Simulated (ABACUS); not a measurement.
# SiC (Moissanite 3C) under changes of volume

One of the cells (10.346 Å³/atom); the others are scaled copies at fixed shape and fractional positions:

```
Si C
1.0
     0.00000    2.17900    2.17900
     2.17900    0.00000    2.17900
     2.17900    2.17900    0.00000
Si C
1 1
Direct
  0.00000 0.00000 0.00000
  0.75000 0.75000 0.75000
```

```yaml
Program: ABACUS 3.10.1
Functional: PBE
Potentials_or_basis: PseudoDojo NC SR 0.4.1 PBE standard
Cutoff: 1116 eV
Density_cutoff: 4463 eV
Basis: plane waves
k_mesh: 10 × 10 × 10
Occupations: fermi-dirac, width 0.05 eV
Spin: no spin polarisation
```

```csv
volume (Å³/atom),energy over the lowest point (meV/atom),pressure (GPa),gap on the mesh (eV)
9.725,42.97,18.8,1.30
9.932,22.30,13.1,1.32
10.139,?,?,?
10.346,1.44,3.2,1.36
10.553,0.00,-1.1,1.38
10.760,3.83,-4.9,1.40
10.967,12.44,-8.5,1.41
```

Q: What does the run at 10.139 Å³/atom give?

A: Energy over the lowest point 8.67 meV/atom; pressure 7.9 GPa; gap on the mesh 1.34 eV.

Worked out: A Birch-Murnaghan fit of order 3 (a polynomial in V^(-2/3)) to the other rows has its minimum at 10.50 Å³/atom with B0 = V·E''(V) = 211 GPa and B' = 3.9. It gives 8.68 meV/atom at 10.139 Å³/atom, against the run's 8.67, and -dE/dV = 8.0 GPa, against 7.9. A straight line through the other rows of the gap, of slope 0.945 eV per unit of ln V, gives 1.34 eV, against the run's 1.34.

Energies are extrapolated to zero smearing.

A mesh can miss the band edges.
